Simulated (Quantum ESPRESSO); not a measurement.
Cu: equation of state with PBE

Crystal: Cu.

```
Cu
1.0
     0.00000    1.80750    1.80750
     1.80750    0.00000    1.80750
     1.80750    1.80750    0.00000
Cu
1
Direct
  0.00000 0.00000 0.00000
```

```yaml
Program: Quantum ESPRESSO 7.5
Task: equation of state
Functional: PBE
Potentials_or_basis: GBRV 1.5 PBE
Cutoff: 612 eV
Density_cutoff: 4898 eV
k_mesh: 13 × 13 × 13
Occupations: fermi-dirac, width 0.05 eV
Spin: no spin polarisation
Mixing_beta: 0.5
Most_SCF_iterations: 120
SCF_threshold: 2e-10 Ry
```

- Equilibrium volume: 11.97 Å³/atom
- Bulk modulus: 143 GPa
- Pressure derivative of the bulk modulus: 5.0

Energy against volume, from the lowest point:
```csv
volume (Å³/atom),energy (meV/atom)
11.102,32.59
11.338,16.44
11.574,6.10
11.810,0.81
12.047,0.00
12.283,3.28
12.519,10.09
```

All runs of the series together: 110 s on 1 thread of Intel(R) Xeon(R) CPU @ 2.80GHz (Skylake/Cascade Lake), on a shared host.

PBE usually gives volumes a little too large and moduli too small. Zero-point motion and thermal expansion aren't in these numbers.
